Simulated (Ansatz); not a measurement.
Elastic constants of TaN at 15 GPa (stress–strain coefficients): input and output

Level of theory: DFT PBEsol, scalar-relativistic, plane waves, PAW (Ansatz 0.2.0).

Launched with:
```bash
ansatz run input.yaml --threads 1 --pin off --max-ram 3072MiB --backend cpu --events-out ev --progress --plain --runs-dir out
```

Input (bare energies are in eV):
```yaml
crystal:
  lattice:
    - [0.0, 2.1603515363, 2.1603515363]
    - [2.1603515363, 0.0, 2.1603515363]
    - [2.1603515363, 2.1603515363, 0.0]
  atoms:
    - { symbol: Ta, position: [0.5, 0.5, 0.5] }
    - { symbol: "N", position: [0.0, 0.0, 0.0] }
basis:
  ecutwfc: 420
kpoints:
  mp_grid: { grid: [16, 16, 16] }
hamiltonian:
  xc: pbesol
scf:
  occupations: { method: fermi_dirac, width: 0.15 }
output:
  forces: true
  stress: true
  eigenvalues: true
elastic:
  mode: relaxed_ion
  amplitude: 0.005
```

From the output:
```
--- Elastic constants: 2 strain directions × 4 members + reference (group order 48) ---
  dense FFT box of the reference and of every strained cell: 24×24×24
  strains applied: 11, 23; error gains: componentwise 1.00 (the most a stress slope's error grows in a printed constant), spectral 1.73 (1 for all six strains in a standard setting)
  C = ∂σ_k/∂η_j (tension-positive GPa; Voigt order 11 22 33 23 13 12):
       923.610    168.657    168.657      0.000      0.000      0.000
       168.657    923.610    168.657      0.000      0.000     -0.000
       168.657    168.657    923.610      0.000      0.000      0.000
        -0.000      0.000      0.000     64.857      0.000     -0.000
         0.000     -0.000     -0.000     -0.000     64.857      0.000
         0.000     -0.000      0.000     -0.000     -0.000     64.857
  reference stress σ⁰ (GPa):    -14.999    -14.999    -14.999      0.000     -0.000     -0.000
  C* (energy form; C + prestress term) asymmetry max|C*_kj − C*_jk| = 2.842e-14 GPa — a small one proves nothing (zero by symmetry where the batch's group is 432, −43m or m−3m); a large one is finite-difference/SCF noise where every solve ...
  moduli (Voigt/Reuss/Hill, GPa): K = 420.31/420.31/420.31   G = 189.90/96.99/143.45   E = 386.38   ν = 0.347
  mechanically stable: yes (min eigenvalue of sym C = 64.86 GPa)
  strain η (Voigt 11):  stress-route row diagonal C_11 = 923.61 GPa, energy-path curvature d²(F+E_count+ΔE)/dδ²/Ω₀ = 923.55 GPa
    cells at ±δ against ±2δ: C11 923.81 and 924.41 GPa, apart by 0.06 % of the column's largest entry
         δ    σ_11 (GPa) F (eV) n_scf n_hpsi n_pw
    -1.000e-2     -24.7974      -10187.0276508       7   85381    398   relax 0 steps, max|allowed force component| 3.11e-30 eV/Å
    -5.000e-3     -19.7561      -10187.0416442       4   70716    401   relax 0 steps, max|allowed force component| 8.87e-30 eV/Å
     5.000e-3     -10.5180      -10187.0605880       4   72079    411   relax 0 steps, max|allowed force component| 8.63e-30 eV/Å
     1.000e-2      -6.3092      -10187.0658807       6   76607    411   relax 0 steps, max|allowed force component| 4.83e-30 eV/Å
  strain η (Voigt 23):  stress-route row diagonal C_44 = 64.86 GPa, energy-path curvature d²(F+E_count+ΔE)/dδ²/Ω₀ = 72.41 GPa
    cells at ±δ against ±2δ: C44 65.01 and 65.47 GPa, apart by 0.71 % of the column's largest entry
         δ    σ_23 (GPa) F (eV) n_scf n_hpsi n_pw
    -1.000e-2      -0.6547      -10187.0521148       6  143088    407   relax 0 steps, max|allowed force component| 1.67e-29 eV/Å
    -5.000e-3      -0.3250      -10187.0524696       4  125353    407   relax 0 steps, max|allowed force component| 3.16e-30 eV/Å
     5.000e-3       0.3250      -10187.0524696       4  122054    407   relax 0 steps, max|allowed force component| 2.29e-29 eV/Å
     1.000e-2       0.6547      -10187.0521148       6  126026    407   relax 0 steps, max|allowed force component| 7.50e-29 eV/Å
```

Time: 74 s on 1 thread of Intel(R) Xeon(R) Platinum 8175M CPU @ 2.50GHz (Skylake/Cascade Lake), with other jobs on the host, peak memory 0.52 GiB.

In a metal, frequencies and elastic constants depend on the k mesh and the smearing, soft modes and shear constants most. Spin–orbit coupling is left out, which can shift energies with elements as heavy as these. Other phases may be more stable at this pressure.

This rock-salt form isn't the usual stable structure of the compound at low pressure.